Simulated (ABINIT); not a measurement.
# MnO2 (P6_3/mmc) in ABINIT: single point with PBE

Aim: the single point of MnO2 with PBE.

All numbers are computed with ABINIT 10.8.3 (patched build); they aren't measurements. Logs are shortened: lines on timing, memory, paths and dates and some standing lists are left out, and cuts for length are marked. The log counts tension as positive stress, the text compression.

## (1) The crystal as given

The structure is hexagonal, space group P6_3/mmc (No. 194). The conventional cell has a = 2.855 Å, b = 2.855 Å, c = 10.222 Å, α = 90.00°, β = 90.00°, γ = 120.00°. Mn (site symmetry -3m) is surrounded by 6 O at 1.90 Å. Around O (site symmetry 3m) lie 3 Mn at 1.90 Å.

Measurements of this composition are mostly on another form, of space group No. 136.

## (2) Single point, PBE, collinear spin, ferromagnetic start

File run.abi:

```
# Pseudopotentials
pp_dirpath "./"
pseudos "Mn.GGA_PBE-JTH.xml, O.GGA_PBE-JTH.xml"

# Structure
acell 3*1.0
rprim
     5.3950838741     0.0000000000     0.0000000000
    -2.6975419370     4.6722796905     0.0000000000
     0.0000000000     0.0000000000    19.3162942710
ntypat 2
znucl 25 8
natom 6
typat 1 1 2 2 2 2
xcart
     0.0000000000     0.0000000000     9.6581471355
     0.0000000000     0.0000000000     0.0000000000
     2.6975419374     1.5574265634     7.8589589142
     2.6975419374     1.5574265634     1.7991882212
    -0.0000000002     3.1148531272    11.4573353567
    -0.0000000002     3.1148531272    17.5171060497

# Plane-wave basis
ecut 26.0
pawecutdg 48.0
pawxcdev 0

# k points
kptopt 1
ngkpt 11 11 3
nshiftk 1
shiftk 0.0 0.0 0.0

# Exchange and correlation
ixc 11

# Bands and occupations
nband 35
occopt 3
tsmear 0.05 eV

# Spin
nsppol 2
spinat
     0.0000000000     0.0000000000     5.0000000000
     0.0000000000     0.0000000000     5.0000000000
     0.0000000000     0.0000000000     0.0000000000
     0.0000000000     0.0000000000     0.0000000000
     0.0000000000     0.0000000000     0.0000000000
     0.0000000000     0.0000000000     0.0000000000

# SCF cycle
nstep 100
tolvrs 1.0e-9

# Output
iomode 3
prtwf 0
prtden 0
prteig 0
prtebands 0
enunit 1
```

Potentials or basis: JTH PAW PBE v2.0.

The run is started by

```sh
$ abinit run.abi > log 2>&1
```

run.abo:

```text
.Version 10.8.3 of ABINIT
 Symmetries : space group P6_3/m m c (#194); Bravais hP (primitive hexag.)
================================================================================
 Values of the parameters that define the memory need of the present run
     intxc =       0    ionmov =       0      iscf =      17    lmnmax =      18
     lnmax =       6     mgfft =      90  mpssoang =       3    mqgrid =    6025
     natom =       6  nloc_mem =       2    nspden =       2   nspinor =       1
    nsppol =       2      nsym =      24    n1xccc =       1    ntypat =       2
    occopt =       3   xclevel =       2
       mpw =        3104          nfft =       65610          nkpt =          32
 PAW method is used; the additional fine FFT grid is defined by:
   mgfftf=       125    nfftf =    162000
================================================================================
================================================================================

--------------------------------------------------------------------------------
------------- Echo of variables that govern the present computation ------------
--------------------------------------------------------------------------------
 -outvars: echo values of preprocessed input variables --------
            acell      1.0000000000E+00  1.0000000000E+00  1.0000000000E+00 Bohr
              amu      5.49380500E+01  1.59994000E+01
             ecut      2.60000000E+01 Hartree
           enunit           1
              ixc          11
         kptrlatt       11    0    0      0   11    0      0    0    3
          kptrlen      5.79488828E+01
            natom           6
            nband          35
            ngfft          27      27      90
          ngfftdg          36      36     125
             nkpt          32
           nspden           2
           nsppol           2
            nstep         100
             nsym          24
           ntypat           2
           occopt           3
        pawecutdg      4.80000000E+01 Hartree
         pawxcdev           0
           prtden           0
        prtebands           0
           prteig           0
            prtwf           0
            rprim      5.3950838741E+00  0.0000000000E+00  0.0000000000E+00
                      -2.6975419370E+00  4.6722796905E+00  0.0000000000E+00
                       0.0000000000E+00  0.0000000000E+00  1.9316294271E+01
          spgroup         194
           spinat      0.0000000000E+00  0.0000000000E+00  5.0000000000E+00
                       0.0000000000E+00  0.0000000000E+00  5.0000000000E+00
                       0.0000000000E+00  0.0000000000E+00  0.0000000000E+00
                       0.0000000000E+00  0.0000000000E+00  0.0000000000E+00
                       0.0000000000E+00  0.0000000000E+00  0.0000000000E+00
                       0.0000000000E+00  0.0000000000E+00  0.0000000000E+00
           tolvrs      1.00000000E-09
           tsmear      1.83746611E-03 Hartree
            typat      1  1  2  2  2  2
           useylm           1
           xangst      0.0000000000E+00  0.0000000000E+00  5.1108713602E+00
                       0.0000000000E+00  0.0000000000E+00  0.0000000000E+00
                       1.4274777176E+00  8.2415464450E-01  4.1587819560E+00
                       1.4274777176E+00  8.2415464450E-01  9.5208940416E-01
                       1.7638718980E-11  1.6483092890E+00  6.0629607644E+00
                       1.7638718980E-11  1.6483092890E+00  9.2696533162E+00
            xcart      0.0000000000E+00  0.0000000000E+00  9.6581471355E+00
                       0.0000000000E+00  0.0000000000E+00  0.0000000000E+00
                       2.6975419371E+00  1.5574265635E+00  7.8589589142E+00
                       2.6975419371E+00  1.5574265635E+00  1.7991882213E+00
                       3.3332348084E-11  3.1148531270E+00  1.1457335357E+01
                       3.3332348084E-11  3.1148531270E+00  1.7517106050E+01
             xred      0.0000000000E+00  0.0000000000E+00  5.0000000000E-01
                       0.0000000000E+00  0.0000000000E+00  0.0000000000E+00
                       6.6666666667E-01  3.3333333333E-01  4.0685645000E-01
                       6.6666666667E-01  3.3333333333E-01  9.3143550000E-02
                       3.3333333333E-01  6.6666666667E-01  5.9314355000E-01
                       3.3333333333E-01  6.6666666667E-01  9.0685645000E-01
            znucl       25.00000    8.00000

================================================================================

 chkinp: Checking input parameters for consistency.

================================================================================
== DATASET  1 ==================================================================

--- !DatasetInfo
iteration_state: {dtset: 1, }
dimensions: {natom: 6, nkpt: 32, mband: 35, nsppol: 2, nspinor: 1, nspden: 2, mpw: 3104, }
cutoff_energies: {ecut:  26.0, pawecutdg:  48.0, }
electrons: {nelect:   5.40000000E+01, charge:   0.00000000E+00, occopt:   3.00000000E+00, tsmear:   1.83746611E-03, }
meta: {optdriver: 0, ionmov: 0, optcell: 0, iscf: 17, paral_kgb: 0, }
[... 124 lines left out ...]
    4  O   1.41465     2.290697     2.244905      4.535602     0.045793
    5  O   1.41465     2.288249     2.242377      4.530626     0.045872
    6  O   1.41465     2.290697     2.244905      4.535602     0.045793
 ------------------------------------------------------------------------------------------------------------
  Sum:                25.219881    19.464016     44.683897     5.755866
 Total magnetization (from the atomic spheres):                5.755866
 Total magnetization (exact up - dn):                          6.000003

================================================================================

 ----iterations are completed or convergence reached----

 Mean square residual over all n,k,spin=   16.020E-08; max=  14.736E-05
 reduced coordinates (array xred) for    6 atoms
       0.000000000000      0.000000000000      0.500000000000
       0.000000000000      0.000000000000      0.000000000000
       0.666666666667      0.333333333333      0.406856450000
       0.666666666667      0.333333333333      0.093143550000
       0.333333333333      0.666666666667      0.593143550000
       0.333333333333      0.666666666667      0.906856450000
 rms dE/dt=  5.2540E-02; max dE/dt=  1.1145E-01; dE/dt below (all hartree)
    1       0.000000000000      0.000000000000      0.000000000000
    2       0.000000000000      0.000000000000      0.000000000000
    3      -0.000000000000      0.000000000000      0.111454514203
    4       0.000000000000      0.000000000000     -0.111454514203
    5      -0.000000000000     -0.000000000000     -0.111454514203
    6       0.000000000000     -0.000000000000      0.111454514203

 cartesian coordinates (angstrom) at end:
    1      0.00000000000000     0.00000000000000     5.11087136018741
    2      0.00000000000000     0.00000000000000     0.00000000000000
    3      1.42747771758240     0.82415464450006     4.15878195602272
    4      1.42747771758240     0.82415464450006     0.95208940416470
    5      0.00000000001764     1.64830928900012     6.06296076435211
    6      0.00000000001764     1.64830928900012     9.26965331621013

 cartesian forces (hartree/bohr) at end:
    1     -0.00000000000000     0.00000000000000    -0.00000000000000
    2     -0.00000000000000     0.00000000000000    -0.00000000000000
    3      0.00000000000000    -0.00000000000000    -0.00576997392148
    4     -0.00000000000000    -0.00000000000000     0.00576997392148
    5      0.00000000000000     0.00000000000000     0.00576997392148
    6     -0.00000000000000     0.00000000000000    -0.00576997392148
 frms,max,avg= 2.7199918E-03 5.7699739E-03   0.000E+00  0.000E+00  0.000E+00 h/b

 cartesian forces (eV/Angstrom) at end:
    1     -0.00000000000000     0.00000000000000    -0.00000000000000
    2     -0.00000000000000     0.00000000000000    -0.00000000000000
    3      0.00000000000000    -0.00000000000000    -0.29670398852809
    4     -0.00000000000000    -0.00000000000000     0.29670398852809
    5      0.00000000000000     0.00000000000000     0.29670398852809
    6     -0.00000000000000     0.00000000000000    -0.29670398852809
 frms,max,avg= 1.3986760E-01 2.9670399E-01   0.000E+00  0.000E+00  0.000E+00 e/A
 length scales=  1.000000000000  1.000000000000  1.000000000000 bohr
              =  0.529177210544  0.529177210544  0.529177210544 angstroms
 Fermi (or HOMO) energy (eV) =   2.88350   Average Vxc (eV)=  -9.76163
 Eigenvalues (   eV  ) for nkpt=  32  k points, SPIN UP:
 kpt#   1, nband= 35, wtk=  0.00275, kpt=  0.0000  0.0000  0.0000 (reduced coord)
 -79.14865  -79.14846  -47.79289  -47.79269  -47.78702  -47.78702  -47.78687  -47.78687
 -17.13301  -17.09359  -14.99548  -14.92509   -3.67850   -3.43380   -3.43380   -3.42782
  -3.42782   -3.33719    0.07835    0.07835    0.07985    0.07985    0.25075    1.00518
   1.03258    1.03258    1.05606    1.05606    2.13672    2.37664    5.39331    5.39331
   5.41536    5.41536    9.25156
 prteigrs : prtvol=0 or 1, do not print more k-points.

 Eigenvalues (   eV  ) for nkpt=  32  k points, SPIN DOWN:
 kpt#   1, nband= 35, wtk=  0.00275, kpt=  0.0000  0.0000  0.0000 (reduced coord)
 -75.95233  -75.95215  -44.71884  -44.71884  -44.71868  -44.71868  -44.55585  -44.55565
 -16.97668  -16.93684  -14.88138  -14.81173   -2.78301   -2.56594   -2.56594   -2.55753
  -2.55753   -2.32056    0.39574    1.09650    1.09650    1.12001    1.12001    1.17090
   3.31817    3.31817    3.31997    3.31997    4.91984    5.05593    6.68902    6.68902
   6.71070    6.71070    9.55829
 prteigrs : prtvol=0 or 1, do not print more k-points.

--- !EnergyTerms
iteration_state     : {dtset: 1, }
comment             : Components of total free energy in Hartree
kinetic             :  5.54781231770206E+01
hartree             :  1.15104018769379E+02
xc                  : -1.92938769374953E+01
Ewald energy        : -1.26885401242428E+02
psp_core            :  8.65596395291856E+00
local_psp           : -2.95298830136753E+02
PAW spherical_terms : -1.20480817542350E+01
internal            : -2.74288084171593E+02
'-kT*entropy'       : -2.59553335910742E-07
total_energy        : -2.74288084431146E+02
total_energy_eV     : -7.46375900812617E+03
...

--- !EnergyTermsDC
iteration_state     : {dtset: 1, }
comment             : '"Double-counting" decomposition of free energy'
band_energy         : -3.74418788068423E+01
Ewald energy        : -1.26885401242428E+02
psp_core            :  8.65596395291856E+00
xc_dc               : -1.09310611802761E+02
PAW spherical_terms : -9.30616377996996E+00
internal            : -2.74288091679082E+02
'-kT*entropy'       : -2.59553335910742E-07
total_energy_dc     : -2.74288091938636E+02
total_energy_dc_eV  : -7.46375921241536E+03
...

--- !EnergyTermsWithPAWCore
iteration_state     : {dtset: 1, }
comment             : 'Components of total free energy, including PAW core contributions'
Total energy        : -2.61837598239797E+03
Total energy DC     : -2.61837598990546E+03
Total energy (eV)   : -7.12496401942312E+04
Total energy DC (eV): -7.12496403985204E+04
...

 Cartesian components of stress tensor (hartree/bohr^3)
  sigma(1 1)= -1.70692215E-04  sigma(3 2)=  0.00000000E+00
  sigma(2 2)= -1.70692215E-04  sigma(3 1)=  0.00000000E+00
  sigma(3 3)= -1.02723332E-04  sigma(2 1)= -1.88415970E-13

-Cartesian components of stress tensor (GPa)         [Pressure=  4.3554E+00 GPa]
- sigma(1 1)= -5.02193836E+00  sigma(3 2)=  0.00000000E+00
- sigma(2 2)= -5.02193835E+00  sigma(3 1)=  0.00000000E+00
- sigma(3 3)= -3.02222478E+00  sigma(2 1)= -5.54338923E-09

== END DATASET(S) ==============================================================
================================================================================

 -outvars: echo values of variables after computation  --------
            acell      1.0000000000E+00  1.0000000000E+00  1.0000000000E+00 Bohr
           etotal     -2.7428809194E+02
            fcart     -1.2477309371E-29  1.2006296540E-29 -2.8912057933E-19
                      -1.2477309371E-29  1.2006296540E-29 -2.8912057933E-19
                       3.7431928113E-29 -4.5623926853E-29 -5.7699739215E-03
                      -4.3670582798E-28 -4.6344304644E-28  5.7699739215E-03
                       4.6166044672E-28  3.7219519274E-28  5.7699739215E-03
                      -3.7431928113E-29  1.1285918748E-28 -5.7699739215E-03
            rprim      5.3950838741E+00  0.0000000000E+00  0.0000000000E+00
                      -2.6975419370E+00  4.6722796905E+00  0.0000000000E+00
                       0.0000000000E+00  0.0000000000E+00  1.9316294271E+01
           strten     -1.7069221540E-04 -1.7069221526E-04 -1.0272333244E-04
                       0.0000000000E+00  0.0000000000E+00 -1.8841597018E-13
           xangst      0.0000000000E+00  0.0000000000E+00  5.1108713602E+00
                       0.0000000000E+00  0.0000000000E+00  0.0000000000E+00
                       1.4274777176E+00  8.2415464450E-01  4.1587819560E+00
                       1.4274777176E+00  8.2415464450E-01  9.5208940416E-01
                       1.7638718980E-11  1.6483092890E+00  6.0629607644E+00
                       1.7638718980E-11  1.6483092890E+00  9.2696533162E+00
             xred      0.0000000000E+00  0.0000000000E+00  5.0000000000E-01
                       0.0000000000E+00  0.0000000000E+00  0.0000000000E+00
                       6.6666666667E-01  3.3333333333E-01  4.0685645000E-01
                       6.6666666667E-01  3.3333333333E-01  9.3143550000E-02
                       3.3333333333E-01  6.6666666667E-01  5.9314355000E-01
                       3.3333333333E-01  6.6666666667E-01  9.0685645000E-01
 Calculation completed.
```

Run time: 8.4 min. Hardware: 1 thread of Arm Neoverse V1, shared host; peak memory 0.33 GiB.

Results:

- Free energy: -7463.7592 eV
- Pressure: 4.4 GPa
- Largest force: 0.297 eV/Å
- Band gap on the k mesh: 0.90 eV, indirect (least direct gap 0.94 eV)
- Net moment: 6.00 μB per cell
- Site moments: Mn +2.79; O +0.05 μB
- Valence electrons inside the program's atomic spheres: Mn 13.27, 13.28; O 4.53, 4.54

Forces on the atoms (eV/Å):
```
Mn   0.000  0.000  0.000
Mn   0.000  0.000  0.000
O    0.000  0.000 -0.297
O    0.000  0.000  0.297
O    0.000  0.000  0.297
O    0.000  0.000 -0.297
```

Stress tensor (GPa, compression positive):
```
5.02 0.00 0.00
0.00 5.02 0.00
0.00 0.00 3.02
```

Levels at points of the mesh, in eV from the valence-band top:
Spin up:
```tsv
k point	band 27	band 28	band 29	band 30	band 31	band 32	band 33	band 34
(0.00, 0.00, 0.00)	-1.36	-1.36	-0.28	-0.04	2.97	2.97	2.99	2.99
```
Spin down:
```tsv
k point	band 21	band 22	band 23	band 24	band 25	band 26	band 27	band 28
(0.00, 0.00, 0.00)	-1.32	-1.30	-1.30	-1.25	0.90	0.90	0.90	0.90
```

Caveat: an odd mesh through Γ misses points on the zone boundary, where band edges often lie; only a ferromagnetic start was run, and an antiferromagnetic order may lie lower in energy.
